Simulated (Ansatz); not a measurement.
Wurtzite BeO was calculated with HSE06 in Ansatz (PAW).

Total energies, extrapolated to zero smearing (they compare only within this program, potentials and cutoff; free atoms with spin allowed, lowest state found):

| system | energy (eV/atom) |
|---|---|
| wurtzite BeO, relaxed | -331.6393 |
| free Be atom | -89.1652 |
| free O atom | -561.9592 |

Task: Work out the cohesive energy per atom.

Result: E_coh = [1 × (-89.1652) + 1 × (-561.9592)]/2 − (-331.6393) = 6.08 eV/atom. The reference value is 6.19 ± 0.03 eV/atom (worked out here from tabulated enthalpies at 298 K, copied from a table, unchecked, brought to a static lattice with a Debye model, atoms in their spin–orbit ground levels; inputs from the CRC Handbook), a difference of -0.11 eV/atom.

The PAW data were made under PBE.

Ansatz is a first-principles code.
